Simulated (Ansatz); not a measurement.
**Vibrational response of TaN at 25 GPa**

Level of theory: Ansatz 0.2.0, DFT PBEsol, scalar-relativistic, plane waves, PAW. Cutoff 420 eV, 18×18×14 k-points (Γ-centred), Fermi-Dirac smearing of 0.15 eV. No spin polarisation. Phonons by linear response, acoustic sum rule imposed.

The cell, relaxed at 25 GPa:
```
Ta N
1.0
     2.86195    0.00000    0.00000
    -1.43098    2.47853    0.00000
     0.00000    0.00000    2.82001
Ta N
1 1
Direct
  0.33333 0.66667 0.50000
  0.00000 0.00000 0.00000
```

In a metal, frequencies and elastic constants depend on the k mesh and the smearing, soft modes and shear constants most. Spin–orbit coupling is left out, which matters for heavy elements. Other phases may be more stable at this pressure. A semilocal functional can close a gap that the real compound has.

Optical modes at Γ; i marks an imaginary frequency:
```csv
frequency (cm⁻¹),degeneracy
586,2
632,1
```

All 3 optical modes at Γ are real: no displacement of atoms at fixed cell lowers the energy to second order. Strains and modes at other wave vectors aren't tested by this run.

This form isn't the usual stable structure of the compound at low pressure.

Cost: 1 run of about 2.9 core-minutes, on Intel Xeon Processor @ 2.50GHz (Skylake/Cascade Lake) (shared hosts).